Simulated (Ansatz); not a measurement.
Debugging a calculation of Hf₂S

The input below was meant for crystalline Hf₂S, with r2SCAN, plane waves and PAW in Ansatz.

```yaml
crystal:
  lattice:
    - [3.3742737662, 0.0, 0.0]
    - [-1.6871368831, 2.9222068008, 0.0]
    - [0.0, 0.0, 11.71740703]
  atoms:
    - { symbol: Hf, position: [0.6666666667, 0.3333333333, 0.89981164] }
    - { symbol: Hf, position: [0.3333333333, 0.6666666667, 0.39981164] }
    - { symbol: Hf, position: [0.6666666667, 0.3333333333, 0.60018836] }
    - { symbol: Hf, position: [0.3333333333, 0.6666666667, 0.10018836] }
    - { symbol: S, position: [0.0, 0.0, 0.75] }
    - { symbol: S, position: [0.0, 0.0, 0.25] }
basis:
  ecutwfc: 500
kpoints:
  mp_grid: { grid: [12, 12, 4] }
hamiltonian:
  xc: r2scan
scf:
  occupations: { method: gaussian, width: 0.1 }
  max_iter: 12
  convergence: { dr2_threshold: "1e-19 eV" }
output:
  forces: true
  stress: true
  eigenvalues: true
```

Command:

```bash
ansatz run input.yaml --threads 1 --pin off --max-ram 2560MiB --backend cpu --events-out ev --progress --plain --runs-dir out
```

From the log (HF is the Harris–Foulkes energy, dr2 the density residual in eV):

```text
Pseudopotential: Hf, paw, valence charge 26, recommended cutoff 500 eV (meta_gga)
Pseudopotential: S, paw, valence charge 6, recommended cutoff 500 eV (meta_gga)
Crystal: 6 atoms, lattice volume = 115.537 Å³
Basis set: ecut = 500 eV, 2923 PW (Γ), exchange–correlation on 100×100×360 points (64 copies of the dense FFT grid, shifted against one another)
Bands: 70, of which v1, the nominal top of the filled ones, is band 58 counted from 1 (57 counted from 0)
Symmetry: 24 space group operations
Space group: P63/mmc (ITA 194), of the structure as read, at distance tolerance 4.9e-5 Å
k-points: 57 of 576
PAW frozen core: Hf, regenerated for the run's functional (the file was generated under x = pbe(κ = 0.804, μ = 0.2195), c = pbe(β = 0.0667))
PAW frozen core: S, regenerated for the run's functional (the file was generated under x = pbe(κ = 0.804, μ = 0.2195), c = pbe(β = 0.0667))
Initial density: superposition of atomic densities, corrected by the library's trained network
SCF iter   1: HF=-64750.810095 eV  Δρ=9.13e-3  dr2=1.14e-1  dr2_τ=1.14e-1
SCF iter   2: HF=-64750.899991 eV  Δρ=5.39e-3  dr2=5.03e-2  dr2_τ=4.28e-3
SCF iter   3: HF=-64750.898531 eV  Δρ=4.09e-3  dr2=3.42e-2  dr2_τ=7.08e-4
SCF iter   4: HF=-64750.899370 eV  Δρ=9.65e-4  dr2=4.70e-3  dr2_τ=9.06e-5
   ...
SCF iter  10: HF=-64750.898913 eV  Δρ=4.72e-7  dr2=2.21e-10  dr2_τ=3.54e-11
SCF iter  11: HF=-64750.898913 eV  Δρ=1.12e-7  dr2=1.29e-11  dr2_τ=2.48e-12
SCF iter  12: HF=-64750.898913 eV  Δρ=6.64e-8  dr2=4.80e-12  dr2_τ=3.84e-13
Error: did not converge after 12 iterations: dr2 = 4.80e-12 (threshold 1.00e-19), under the density mixer `msr1`, which `scf.mixing.algorithm: auto` chose by the deck's other keys (type `scf.mixing.algorithm: msr1` to keep it); raise `scf.max_iter`, which need not help a stalled SCF …
```

Question: Why did this happen?

Answer: The fault is an SCF threshold too tight for the iterations allowed. The residual can't fall so far within the iterations allowed. The cure is the default threshold.

Mended input, as a difference:

```diff
 scf:
-  max_iter: 12
-  convergence: { dr2_threshold: "1e-19 eV" }
```

The mended run converges, with a pressure of 0.89 GPa, a largest force of 0.015 eV/Å.

The mended run took 33 s on 1 thread of Intel(R) Xeon(R) 6975P-C (Granite Rapids), on a shared host, peak memory 0.9 GiB.